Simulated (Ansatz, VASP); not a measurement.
Two plane-wave programs on Ge

Contents of INCAR:

```
SYSTEM = Ge
  PREC = Accurate
  ENCUT = 520
  EDIFF = 1E-7
  ISMEAR = -1
  SIGMA = 0.1
  LREAL = .FALSE.
  LASPH = .TRUE.
  NELM = 60
  ALGO = Normal
  ISIF = 2
  LWAVE = .FALSE.
  LCHARG = .FALSE.
  GGA = B5
  ALDAX = 1.0
  AGGAX = 1.0
  AGGAC = 1.0
  ALDAC = 0.0
  NBANDS = 28
```

KPOINTS

```
Automatic mesh
0
G
  8 8 12
  0 0 0
```

The input POSCAR:

```
Ge
1.0
    5.2655852792      0.0000000000      0.0000000000
   -2.6327926396      4.5601306176      0.0000000000
    0.0000000000      0.0000000000      3.0213603454
Ge
3
Direct
    0.0000000000      0.0000000000      0.0000000000
    0.3333333333      0.6666666667      0.5000000000
    0.6666666667      0.3333333333      0.5000000000
```

Input for Ansatz:

```yaml
crystal:
  lattice:
    - [5.2655852792, 0.0, 0.0]
    - [-2.6327926396, 4.5601306176, 0.0]
    - [0.0, 0.0, 3.0213603454]
  atoms:
    - { symbol: Ge, position: [0.0, 0.0, 0.0] }
    - { symbol: Ge, position: [0.3333333333, 0.6666666667, 0.5] }
    - { symbol: Ge, position: [0.6666666667, 0.3333333333, 0.5] }
hamiltonian:
  xc: blyp
  pseudopotentials:
    kind: paw
    azcp:
      Ge: "pseudopotentials/Ge.paw.azcp"
basis:
  ecutwfc: 420
  fft_grid_basis: typed
kpoints:
  mp_grid: { grid: [8, 8, 12], shift: [0, 0, 0] }
magnetization:
  spin_polarized: false
scf:
  occupations: { method: fermi_dirac, width: 0.1 }
  lower_state_search: "off"
output:
  stress: true
  write_density: true
  write_potential: true
  elf: true
  volumetric_format: npy
```

Alike in both runs: task single point; functional BLYP; k mesh 8 × 8 × 12; occupations fermi-dirac, width 0.1 eV; no spin polarisation.

|  | VASP | Ansatz |
| --- | --- | --- |
| version | VASP 6.6.1 | Ansatz 0.2.0 |
| potentials or method | VASP PAW PBE potentials, release 64 (Ge_d) | plane waves (420 eV) with PAW, scalar-relativistic |
| plane-wave cutoff (eV) | 520 | 420 |
| valence electrons in the cell | 42 | 42 |

|  | VASP | Ansatz | Ansatz less VASP |
| --- | --- | --- | --- |
| pressure (GPa) | -4.2 | -4.3 | -0.05 |
| largest component of the traceless stress (GPa) | 0.14 | 0.15 | +0.010 |

Caveats: the PAW data sets were made with another functional, which shifts forces and pressure a little (VASP).
